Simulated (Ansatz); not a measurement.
**Equation of state of thallium, fcc**

All numbers below come from Ansatz 0.2.0, DFT, r2SCAN, plane waves (500 eV) with PAW, scalar-relativistic. The PAW files were generated under PBE, with cores re-solved for the functional.

The cell is scaled uniformly from the relaxed one, with fractional coordinates and shape fixed. Energies are extrapolated to zero smearing, pressures are those at the given smearing. Magnetic state: spin not included.

```csv
V (Å³/atom),E − E₀ (meV/atom),P (GPa)
26.308,55.8,5.82
27.504,22.3,3.38
28.700,5.0,1.49
29.896,0.0,0.03
31.092,4.7,-1.11
32.287,16.8,-1.98
33.483,34.7,-2.66
```

(1) Fit a third-order Birch-Murnaghan equation.

Answers

(1) V₀ = 29.86 Å³/atom, B₀ = 32 GPa, B₀′ = 5.4.
